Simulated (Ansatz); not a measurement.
ZnS (Wurtzite-6H):

```xyz
12
Lattice="3.8120 0.0000 0.0000 -1.9060 3.3013 0.0000 0.0000 0.0000 18.6900" Properties=species:S:1:pos:R:3 pbc="T T T"
Zn    0.0000    2.2009   15.5749
Zn    1.9060    1.1004    6.2299
Zn    1.9060    1.1004   12.4601
Zn    0.0000    2.2009    3.1151
Zn    0.0000    0.0000    9.3450
Zn    0.0000    0.0000    0.0000
S     0.0000    2.2009   17.9112
S     1.9060    1.1004    8.5662
S     1.9060    1.1004   14.7963
S     0.0000    2.2009    5.4513
S     0.0000    0.0000   11.6812
S     0.0000    0.0000    2.3362
```

Base run:

```yaml
Program: Ansatz 0.2.0
Functional: LDA
Potentials_or_basis: Ansatz PAW
Cutoff: 420 eV
Density_cutoff: 1680 eV
k_mesh: 8 × 8 × 2
Occupations: fermi-dirac, width 0.05 eV
Spin: no spin polarisation
```

Its results: band gap on the k mesh 1.91 eV, direct; pressure -4.1 GPa; largest force 0.028 eV/Å.

Q: The run is repeated on the same cell with these changes: functional from LDA to RPBE. What comes out?

A: Band gap on the k mesh 2.33 eV, direct; pressure 4.7 GPa; largest force 0.030 eV/Å.

RPBE binds less tightly than LDA, so the same cell stands under more pressure.

Caveats: the cell's inner coordinates are idealised or old, which leaves forces on the atoms; the PAW data sets come from PBE, with cores solved anew for the run's functional, which leaves a small shift of forces and pressure; the potentials were made for another functional, which shifts forces and pressure (some runs).

Not every run made on this cell is shown here.
